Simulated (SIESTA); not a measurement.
Crystal: PbO.

```
Pb O
1.0
     5.87600    0.00000    0.00000
     0.00000    5.47600    0.00000
     0.00000    0.00000    4.74300
Pb O
4 4
Direct
  0.76900 0.51400 0.25000
  0.23100 0.48600 0.75000
  0.76900 0.98600 0.75000
  0.23100 0.01400 0.25000
  0.13200 0.58200 0.25000
  0.86800 0.41800 0.75000
  0.13200 0.91800 0.75000
  0.86800 0.08200 0.25000
```

```yaml
Program: SIESTA 5.4.2
Task: single point
Functional: PBE
Potentials_or_basis: PseudoDojo 0.4 standard (PBE files)
Basis: DZP (energy shift 0.003 Ry; two zetas on semicore shells)
Grid_cutoff: 800 Ry
Energy_shift: 0.003 Ry
k_mesh: 5 × 5 × 6
Occupations: fermi-dirac, width 0.05 eV
Spin: no spin polarisation
```

On this cell: pressure 4.8 GPa; largest force 1.263 eV/Å; band gap on the k mesh 1.91 eV, indirect (least direct gap 2.09 eV).

The same run follows on a disturbed copy (atoms moved at random, drawn with an rms of 0.05 Å):

```xyz
8
Lattice="5.8760 0.0000 0.0000 0.0000 5.4760 0.0000 0.0000 0.0000 4.7430" Properties=species:S:1:pos:R:3 pbc="T T T"
Pb    4.5370    2.7944    1.1620
Pb    1.3940    2.6636    3.5078
Pb    4.5741    5.3787    3.5749
Pb    1.3696    0.0604    1.2178
O     0.7591    3.2018    1.2040
O     5.1156    2.3275    3.5437
O     0.8107    5.0468    3.5491
O     5.0899    0.4067    1.1240
```

Q: What does the disturbed cell give?

A: The energy moves by +7.8 meV/atom; pressure 5.3 GPa; largest force 1.688 eV/Å; band gap on the k mesh 1.88 eV, indirect (least direct gap 2.04 eV).

Forces in eV/Å, atoms in the order of the input:
```
Pb  -1.320 -0.814  0.032
Pb   0.612  0.749  0.216
Pb  -1.428  0.779 -0.157
Pb   0.796 -0.650 -0.203
O    1.667  0.223 -0.147
O   -0.974 -0.382 -0.028
O    1.526 -0.296  0.002
O   -0.880  0.391  0.286
```

Stress tensor (GPa, compression positive):
```
11.78  0.17 -0.13
 0.17 -0.25 -0.09
-0.13 -0.09  4.43
```

Caveats: spin-orbit coupling is left out, which as a rule narrows the gap of such compounds by several tenths of an eV; an odd mesh through Γ misses points on the zone boundary, where band edges often lie; the cell's inner coordinates are idealised or old, which leaves forces on the atoms; the basis of atomic orbitals isn't converged, which shifts pressures, moduli and gaps.
